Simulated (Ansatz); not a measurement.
A 4-atom cell of PbS (Cmcm) from a materials database, relaxed with r2SCAN+rVV10 in the plane-wave code Ansatz. It is orthorhombic, Cmcm (No. 63); a = 4.127 Å, b = 11.739 Å, c = 4.260 Å in the conventional setting, 25.80 Å³ an atom. Pb is surrounded by 5 S at 2.68–2.97 Å; S is surrounded by 5 Pb at 2.68–2.97 Å.

The axes x, y and z are those of this cell:
```xyz
4
Lattice="2.0637 -5.8693 0.0000 2.0637 5.8693 0.0000 0.0000 0.0000 4.2604" Properties=species:S:1:pos:R:3 pbc="T T T"
Pb    2.0637   -4.3700    3.1953
Pb    2.0637    4.3700    1.0651
S     2.0637   -1.6866    3.1953
S     2.0637    1.6866    1.0651
```

Unstrained: HSE06 gives an indirect gap of 1.608 eV, from k = (-1/2, -1/2, 0.368) to Y; the least direct gap is 1.667 eV at k = (-1/2, -1/2, 0.368). Meshes: HSE06 4×4×4. Strains are changes of length per length, and xy shears are angles. After each strain the atoms were relaxed again with r2SCAN+rVV10 in this cell and within any symmetry left, so distortions that break it or need a larger cell weren't tested; points keep the names that they have in the unstrained zone. Calculated for a static, non-magnetic cell.

Question: Apply uniaxial -4.06 % along z, other directions held. How far does the gap move, against the unstrained cell?

Answer: HSE06: the gap goes from 1.608 to 1.300 eV (-0.308 eV).

Question: Estimate what uniaxial +2.16 % along x, other directions held does to the gap.

Answer: HSE06: the gap goes from 1.608 to 1.693 eV (+0.085 eV); the edges go from (-1/2, -1/2, 0.368) → Y to (-1/2, -1/2, 0.366) → (-1/2, -1/2, 0.376).

Question: Apply isotropic +3.45 % on every length. How far does the gap move, against the unstrained cell?

Answer: HSE06: the gap goes from 1.608 to 1.896 eV (+0.288 eV); the edges go from (-1/2, -1/2, 0.368) → Y to (-1/2, 1/2, 0.380) → Γ–Σ₀ (0.74).

Question: Estimate what xy shear, engineering strain (angle) +5.6 % does to the gap.

Answer: HSE06: the gap goes from 1.608 to 1.654 eV (+0.047 eV); the edges go from (-1/2, -1/2, 0.368) → Y to (-1/2, -1/2, 0.371) → (0.445, 0.432, 0).

Spin-orbit coupling is left out; in compounds of Pb, Bi, Tl or Hg it can lower a gap by up to about 1 eV, split its edges or invert the bands.

Where an edge lies off the special points, it is a point of the mesh or the k point where a search put PBE's edge or least direct gap, reused for the other functionals, whose own edges may lie a little apart.

Coordinates of k points refer to the reciprocal vectors of the primitive cell of the runs.

The meshes of the hybrids are coarse, so their gaps aren't converged to the digits shown.
